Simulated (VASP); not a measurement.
VASP ran on this input.

INCAR:
```
SYSTEM = ZnTe
PREC = Accurate; ENCUT = 520; LREAL = .FALSE.
LASPH = .TRUE.
EDIFF = 1E-6; NELM = 100; ALGO = Normal
LMAXMIX = 4
ISMEAR = 0; SIGMA = 0.05
GGA = PE
IBRION = 2; NSW = 60; ISIF = 3
EDIFFG = -0.01
LWAVE = .FALSE.; LCHARG = .FALSE.
```

**POSCAR**
```
ZnTe
1
    0.0000000000     3.0500000000     3.0500000000
    3.0500000000     0.0000000000     3.0500000000
    3.0500000000     3.0500000000     0.0000000000
Zn Te
1 1
Direct
  0.0000000000   0.0000000000   0.0000000000
  0.2500000000   0.2500000000   0.2500000000
```

File KPOINTS:
```
K-points
0
Gamma
 7 7 7
```

POTCAR, in this order: Zn Te (PBE.64 set). Program: vasp_std.

**Question.** Write an equivalent input for Quantum ESPRESSO's pw.x.

**Answer.** One equivalent input (not run):
```
&CONTROL
  calculation = 'vc-relax'
  pseudo_dir = './pseudo'
  outdir = './out'
  tprnfor = .true.
  tstress = .true.
  nstep = 60
  forc_conv_thr = 0.00039
/
&SYSTEM
  ibrav = 0
  nat = 2
  ntyp = 2
  ecutwfc = 84
  occupations = 'smearing'
  smearing = 'gaussian'
  degauss = 0.003675
  input_dft = 'pbe'
/
&ELECTRONS
  conv_thr = 7.3e-08
  electron_maxstep = 100
/
&IONS
/
&CELL
/
ATOMIC_SPECIES
  Zn 65.380 Zn.upf
  Te 127.600 Te.upf
CELL_PARAMETERS angstrom
     0.0000000    3.0500000    3.0500000
     3.0500000    0.0000000    3.0500000
     3.0500000    3.0500000    0.0000000
ATOMIC_POSITIONS crystal
  Zn   0.0000000  0.0000000  0.0000000
  Te   0.2500000  0.2500000  0.2500000
K_POINTS automatic
  7 7 7 0 0 0
```
The two are equivalent in intent, not identical: the potentials are each code's own (VASP's PAW set, PseudoDojo norm-conserving files in pw.x), so ENCUT and ecutwfc are chosen apart and not converted; conv_thr bounds pw.x's estimated SCF error, while EDIFF bounds the energy change between steps; forc_conv_thr acts on force components and is met together with etot_conv_thr.

The compound is ZnTe in the zinc blende structure. This run relaxes it. Symmetry was kept, so distortions that lower it aren't found.
